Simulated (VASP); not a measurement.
Wanted: the native input for a VASP 6.6.1 run.

* Task: single point
* Functional: PBE
* Potentials or basis: VASP PAW PBE potentials, release 64 (Mg)
* Cutoff: 520 eV
* k mesh: 6 × 6 × 6
* Occupations: gaussian, width 0.1 eV
* Spin: no spin polarisation
* Dipole correction: no
* Further INCAR settings: ALGO = Normal; EDIFF = 1e-07; NBANDS = 10

The structure of Mg lies in POSCAR:

```
Mg
1.0
    1.5926943142      0.9195424911      7.6998773267
   -1.5926943142      0.9195424911      7.6998773267
    0.0000000000     -1.8390849821      7.6998773267
Mg
3
Direct
    0.0000000000      0.0000000000      0.0000000000
    0.2219355900      0.2219355900      0.2219355900
    0.7780644100      0.7780644100      0.7780644100
```

This isn't the form of Mg at room conditions, which is hcp.

The input as run:

INCAR

```
PREC = Accurate
ENCUT = 520
EDIFF = 1E-7
ISMEAR = 0
SIGMA = 0.1
LREAL = F
LASPH = T
NELM = 80
ALGO = Normal
ISIF = 2
LWAVE = F
LCHARG = F
GGA = PE
NBANDS = 10
```

KPOINTS

```
regular mesh
0
Gamma
  6 6 6
```

Potentials or basis: VASP PAW PBE potentials, release 64 (Mg).

The run is started by

```console
$ cat potpaw_PBE.64/Mg/POTCAR > POTCAR
$ mpirun -np 1 vasp_std > vasp.out
```

It gave:

```
Pressure               : 0.6 GPa
Largest force          : 0.007 eV/Å
Band gap on the k mesh : none (metal or under the smearing width)
```

Caveat: the k mesh is coarse (spacing up to 0.38 Å⁻¹), so the values aren't converged.

It took 65 s on 1 thread of AMD EPYC 9R14 (Zen 4), with other jobs on the host, peak memory 0.4 GiB.
